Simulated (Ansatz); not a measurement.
BN: pressure and largest V_zz as volume scale varies

Results calculated with Ansatz 0.2.0, not measured. Periodic Kohn-Sham DFT of a crystal at fixed atoms, scaled to volume_scale times the given cell; pressure positive in compression, energy less spherical unpolarised free atoms, largest_vzz the field gradient of largest size among the nuclei.

The cell before it is scaled or strained (space group P6_3/mmc, No. 194):
```
cell vectors (Å)
   2.5040     0.0000     0.0000
  -1.2520     2.1685     0.0000
   0.0000     0.0000     6.6612
atoms (fractions of the cell vectors)
B   0.33333  0.66667  0.25000
B   0.66667  0.33333  0.75000
N   0.33333  0.66667  0.75000
N   0.66667  0.33333  0.25000
```

Settings of every row: method all-electron PAW; functional PBE; relativity scalar; k mesh 11x11x4; filling fermi-dirac; smearing width 0.02 eV; nucleus gaussian.

Atom start moment: 0 on all atoms.

Limits: a layered crystal: even scaling strains the bonds within the layers, so this curve is stiffer than the crystal under pressure.

```csv
row,volume scale,V (Å³/atom),pressure (GPa),largest V_zz (1e21 V/m^2)
1,0.94,8.5,20.375,3.01
2,0.96,8.681,14.15,2.972
3,0.98,8.862,8.471,2.936
4,0.99,8.952,?,?
5,1.01,9.133,0.865,2.882
6,1.02,9.223,-1.449,2.864
7,1.04,9.404,-5.775,2.829
8,1.06,9.585,-9.727,2.794
```

Question: what pressure and largest V_zz should row 4 give?

Worked fit of pressure. Take u = (V_r/V)^(2/3) − 1 with V_r = 9.133 Å³ an atom, which is twice the finite (Eulerian) strain; such expansions in the strain, on which the Birch-Murnaghan equation of state is built, carry the rest volume and the bulk modulus. The shown rows have u = 0.04905, 0.03442, 0.02028, 0, -0.00652, -0.01931, -0.03169. Least squares give pressure = 0.8621 + 359.084 × u + 788.5 × u² GPa; a straight line predicts inner rows, each left out in turn, worse (root mean square 0.44 against 0.0052 GPa). The rows lie off it by 0.003, -0.006, 0.002, 0.003, -0.003, 0.003, -0.002 (root mean square 0.0034 GPa). The pressure vanishes at u = -0.0024, or V = 9.166 Å³ an atom, and there the bulk modulus at fixed shape and fractions is B = −V dP/dV = (2/3)(1 + u) dP/du = 236 GPa. Letting shape and atoms relax would as a rule lower it, by much in layered, chain or molecular crystals. The withheld row has u = 0.01343, so the fit gives 0.8621 + 359.084 × (0.01343) + 788.5 × (0.01343)² = 5.827 GPa.

The calculation gave 5.82 GPa. The fit lies 0.007 GPa (0.023 % of the column's range) above it; its largest miss of a shown row is 0.006 GPa.

Worked fit of largest V_zz. Take t = volume scale − 1. The shown rows have t = -0.06, -0.04, -0.02, 0.01, 0.02, 0.04, 0.06. Least squares give largest V_zz = 2.8997 − 1.796 × t + 0.61 × t² 1e21 V/m^2; a straight line predicts inner rows, each left out in turn, worse (root mean square 0.00078 against 0.00039 1e21 V/m^2). The rows lie off it by 0.000, -0.001, 0.000, 0.000, 0.000, 0.000, 0.000. The withheld row has t = -0.01, so the fit gives 2.8997 − 1.796 × (-0.01) + 0.61 × (-0.01)² = 2.918 1e21 V/m^2.

The calculation gave 2.918 1e21 V/m^2. The fit meets it to the printed digit.
